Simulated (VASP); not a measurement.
**A VASP 6.6.1 single-point calculation on GaN**

INCAR

```
EDIFF = 1E-7
NELM = 66
NBANDS = 16
PREC = Accurate
NSW = 0
ISYM = 1
GGA = PE
ISMEAR = -1
IBRION = -1
LASPH = .TRUE.
LWAVE = .FALSE.
SIGMA = 0.02
LREAL = .FALSE.
LCHARG = .FALSE.
ISIF = 2
IVDW = 11
ENCUT = 520
```

KPOINTS

```
KPOINTS created by Atomic Simulation Environment
0
Gamma
10 10 10
0 0 0
```

POSCAR

```
Ga N
 1.0000000000000000
     0.0000000000000000    2.0663449296000000    2.1525128120999999
     2.0663449296000000    0.0000000000000000    2.1525128120999999
     2.0663449296000000    2.0663449296000000    0.0000000000000000
 Ga  N
   1   1
Cartesian
  0.0000000000000000  0.0000000000000000  0.0000000000000000
  2.0663449296000000  2.0663449296000000  2.1525128120999999
```

The recommended PBE PAW datasets give the neutral cell 18 valence electrons.

Command

```
mpirun -np 1 vasp_std
```

Task: How does this run end, and what does it give?

Result: It converged. Results: gap between bands v and c on the k mesh 0.57 eV; least direct gap on the k mesh 2.87 eV; pressure 10.3 GPa. Band v is the last that the valence electrons fill when counted band by band, and c is the next.

OSZICAR

```
N       E                     dE             d eps       ncg     rms          rms(c)
DAV:   1     0.721355503842E+02    0.72136E+02   -0.94083E+03  3824   0.214E+03
DAV:   2    -0.876160249012E+01   -0.80897E+02   -0.75592E+02  3768   0.317E+02
DAV:   3    -0.129734390144E+02   -0.42118E+01   -0.41966E+01  3792   0.624E+01
DAV:   4    -0.130101070919E+02   -0.36668E-01   -0.36665E-01  4048   0.603E+00
DAV:   5    -0.130105002864E+02   -0.39319E-03   -0.39319E-03  3944   0.582E-01    0.745E+00
DAV:   6    -0.111657545967E+02    0.18447E+01   -0.43186E+00  4720   0.409E+01    0.240E+00
DAV:   7    -0.111584880550E+02    0.72665E-02   -0.24472E-01  3856   0.522E+00    0.158E+00
DAV:   8    -0.111455019523E+02    0.12986E-01   -0.29388E-02  3728   0.226E+00    0.493E-01
DAV:   9    -0.111437674776E+02    0.17345E-02   -0.67455E-03  4040   0.207E+00    0.112E-01
DAV:  10    -0.111437460471E+02    0.21430E-04   -0.56331E-04  3960   0.305E-01    0.139E-02
DAV:  11    -0.111437437896E+02    0.22575E-05   -0.42228E-05  4016   0.686E-02    0.125E-02
DAV:  12    -0.111437456151E+02   -0.18255E-05   -0.21291E-06  4096   0.279E-02    0.276E-03
DAV:  13    -0.111437455872E+02    0.27917E-07   -0.20755E-07  3672   0.423E-03
   1 F= -.11572508E+02 E0= -.11572508E+02  d E =-.230043E-08
```

For comparison, a separate PBE run of the intended cell, on usual settings and not on those above, gives a gap of 0.57 eV on its mesh and a pressure of 14.9 GPa.
